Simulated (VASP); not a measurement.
**A VASP 6.6.1 relaxation on NaF**

INCAR

```
LDAUTYPE = 2
ISIF = 3
ENCUT = 600
LDAU = .TRUE.
PREC = Accurate
EDIFF = 1E-7
ISMEAR = -1
GGA = PE
SIGMA = 0.02
LASPH = .TRUE.
LWAVE = .FALSE.
LDAUL = 2 2 2
LREAL = .FALSE.
NELM = 92
EDIFFG = -5E-3
LCHARG = .FALSE.
LDAUU = 4 4 4
NBANDS = 14
IBRION = 2
NSW = 30
```

KPOINTS

```
KPOINTS created by Atomic Simulation Environment
0
Gamma
10 10 10
0 0 0
```

POSCAR

```
Na F
 1.0000000000000000
     2.5515591002000000    0.0000000000000000    0.0000000000000000
     0.0000000000000000    2.5515591002000000    0.0000000000000000
     0.0000000000000000    0.0000000000000000    2.5515591002000000
 Na  F
   1   1
Cartesian
  0.0000000000000000  0.0000000000000000  0.0000000000000000
  1.2757795501000000  1.2757795501000000  1.2757795501000000
```

The recommended PBE PAW datasets give the neutral cell 14 valence electrons.

Command

```
mpirun -np 1 vasp_std
```

OSZICAR

```
N       E                     dE             d eps       ncg     rms          rms(c)
DAV:   1     0.108911341136E+03    0.10891E+03   -0.83626E+03  1594   0.149E+03
DAV:   2    -0.401653063753E+01   -0.11293E+03   -0.10638E+03  1796   0.378E+02
DAV:   3    -0.858656317884E+01   -0.45700E+01   -0.45631E+01  1778   0.672E+01
DAV:   4    -0.861416030667E+01   -0.27597E-01   -0.27596E-01  1862   0.544E+00
DAV:   5    -0.861434694806E+01   -0.18664E-03   -0.18664E-03  1832   0.448E-01    0.547E+00
DAV:   6    -0.770299976697E+01    0.91135E+00   -0.22091E+00  1878   0.176E+01    0.157E+00
DAV:   7    -0.767291923481E+01    0.30081E-01   -0.54369E-02  1714   0.357E+00    0.102E+00
DAV:   8    -0.765982822814E+01    0.13091E-01   -0.17337E-02  1736   0.324E+00    0.114E-01
DAV:   9    -0.766013031740E+01   -0.30209E-03   -0.32466E-03  2064   0.589E-01    0.587E-02
DAV:  10    -0.766012233184E+01    0.79856E-05   -0.20568E-04  1658   0.215E-01    0.101E-02
...
DAV:   1    -0.827539334311E+01   -0.40257E-01   -0.63965E-01  1784   0.118E+01    0.154E+00
DAV:   2    -0.824029646328E+01    0.35097E-01   -0.11106E-01  1820   0.303E+00    0.412E-01
DAV:   3    -0.823773094739E+01    0.25655E-02   -0.23934E-03  1734   0.106E+00    0.220E-01
DAV:   4    -0.823668239124E+01    0.10486E-02   -0.57234E-04  2030   0.658E-01    0.253E-02
DAV:   5    -0.823663790009E+01    0.44491E-04   -0.68369E-05  2016   0.135E-01    0.565E-03
DAV:   6    -0.823663241626E+01    0.54838E-05   -0.60635E-06  1910   0.353E-02    0.218E-03
DAV:   7    -0.823663179712E+01    0.61915E-06   -0.21221E-07  1746   0.559E-03    0.586E-04
DAV:   8    -0.823663167479E+01    0.12232E-06   -0.20655E-08   808   0.249E-03    0.164E-04
DAV:   9    -0.823663169441E+01   -0.19620E-07   -0.34518E-09   796   0.632E-04
   4 F= -.82366317E+01 E0= -.82366317E+01  d E =-.576509E+00
```

It converged. Results: relaxed cell vector lengths 2.849, 2.849, 2.849 Å; relaxed cell volume 23.12 Å³.

```
ionic step  ΔE (meV/atom)  volume (Å³)  largest force (eV/Å)  pressure (GPa)  electronic steps
         1            0.0        16.61                 0.000           37.49                14
         2         -279.3        21.74                 0.000            4.25                11
         3         -287.5        22.72                 0.000            1.16                 9
         4         -288.3        23.12                 0.000            0.05                 9
```

Q: Why shouldn't this run be trusted?

A: Wrong count of Hubbard values. On sound settings the PBE relaxation ends at 23.39 Å³.
